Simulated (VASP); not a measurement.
A run of VASP 6.6.1 is set up as follows.

The input POSCAR:

```
BN
1.0
    0.0000000000      1.8048651813      1.8048651813
    1.8048651813      0.0000000000      1.8048651813
    1.8048651813      1.8048651813      0.0000000000
B N
1 1
Direct
    0.0000000000      0.0000000000      0.0000000000
    0.2500000000      0.2500000000      0.2500000000
```

File INCAR.step1:

```
SYSTEM = BN
PREC     = Accurate       ! precision mode
ENCUT    = 1460           ! plane-wave cutoff, eV
ISMEAR   = 0              ! smearing method
SIGMA    = 0.02           ! smearing width, eV
LREAL    = .False.        ! projectors in reciprocal space
LASPH    = .True.         ! aspherical terms in the spheres
NELM     = 120            ! most SCF steps
NBANDS   = 11             ! bands
GGA      = PE             ! functional
ALGO     = Normal         ! electronic algorithm
EDIFF    = 1E-5           ! SCF threshold, eV
LWAVE    = .True.         ! write WAVECAR
LCHARG   = .False.        ! write CHGCAR
GGA_COMPAT= .False.
```

The input INCAR.step2:

```
SYSTEM = BN
PREC     = Accurate       ! precision mode
ENCUT    = 1460           ! plane-wave cutoff, eV
EDIFF    = 1E-6           ! SCF threshold, eV
ISMEAR   = 0              ! smearing method
SIGMA    = 0.02           ! smearing width, eV
LREAL    = .False.        ! projectors in reciprocal space
LASPH    = .True.         ! aspherical terms in the spheres
NELM     = 120            ! most SCF steps
ALGO     = Normal         ! electronic algorithm
ISIF     = 2              ! what is computed and relaxed
LWAVE    = .False.        ! write WAVECAR
LCHARG   = .False.        ! write CHGCAR
METAGGA  = R2SCAN         ! meta-GGA
LMIXTAU  = .True.       
NBANDS   = 11             ! bands
ISTART   = 1            
GGA_COMPAT= .False.
```

The input KPOINTS:

```
Automatic mesh
0
Gamma
  12 12 12
  0 0 0
```

Potentials or basis: VASP PAW PBE potentials, release 64 (B_h, N_h).

The run is started by

```bash
$ cat potpaw_PBE.64/B_h/POTCAR potpaw_PBE.64/N_h/POTCAR > POTCAR
$ cp INCAR.step1 INCAR
$ mpirun -np 1 vasp_std > vasp.out
$ cp INCAR.step2 INCAR
$ mpirun -np 1 vasp_std > vasp.out
```

**Question.** Estimate the band gap on the k mesh.

**Answer.** 5.00 eV (least direct gap 9.57 eV).

**Question.** Estimate the pressure.

**Answer.** -0.5 GPa.

Caveat: the PAW data sets were made with another functional, which shifts forces and pressure a little.

**Measured values to compare with.**

From a printed reference work, monograph, for a bulk crystal of BN at 300 K: band gap 6.4 eV (indirect).

Measured gap of BN: 6.4 eV (indirect; 300 K; a printed reference work, monograph). This calculation gives 5.00 eV (-1.40 eV). The value is that of r2SCAN on a finite k mesh, which can miss the band edges, without temperature or zero-point motion.
